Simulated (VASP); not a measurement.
Here is a VASP 6.6.1 calculation.

INCAR

```
ALGO = Normal ; EDIFF = 1E-6
EDIFFG = -0.01 ; ENCUT = 600
GGA = PE ; IBRION = 2
ISIF = 3 ; ISMEAR = 1
IVDW = 12 ; LASPH = True
LCHARG = False ; LREAL = False
LWAVE = False ; NELM = 80
NSW = 90 ; PREC = Accurate
SIGMA = 0.1
```

File KPOINTS:

```
k-points
0
Gamma
  12 12 7
```

File POSCAR:

```
Te2Pt
1.0
    4.0100000000      0.0000000000      0.0000000000
   -2.0050000000      3.4727618692      0.0000000000
    0.0000000000      0.0000000000      5.2010000000
Te Pt
2 1
Direct
    0.3333333333      0.6666666667      0.2500000000
    0.6666666667      0.3333333333      0.7500000000
    0.0000000000      0.0000000000      0.0000000000
```

Potentials or basis: VASP PAW PBE potentials, release 64 (Te, Pt).

Run with:

```sh
$ cat potpaw_PBE.64/Te/POTCAR potpaw_PBE.64/Pt/POTCAR > POTCAR
$ mpirun -np 1 vasp_std > vasp.out
```

What does it give for the space group after relaxing (to 0.05 Å)?

P-3m1 (No. 164).

What does it give for the relaxed volume?

24.04 Å³/atom.

Estimate the band gap on the k mesh.

none (metal or under the smearing width).

Predict the dispersion energy per atom.

-0.568 eV.

Forces in eV/Å, atoms in the order of the input:
```
Te   0.000  0.000 -0.005
Te   0.000  0.000  0.005
Pt   0.000  0.000  0.000
```

Caveat: pairwise dispersion overbinds metals, which lowers pressure and volume. The run has no spin-orbit coupling, so splittings on Pt, Te are missing.
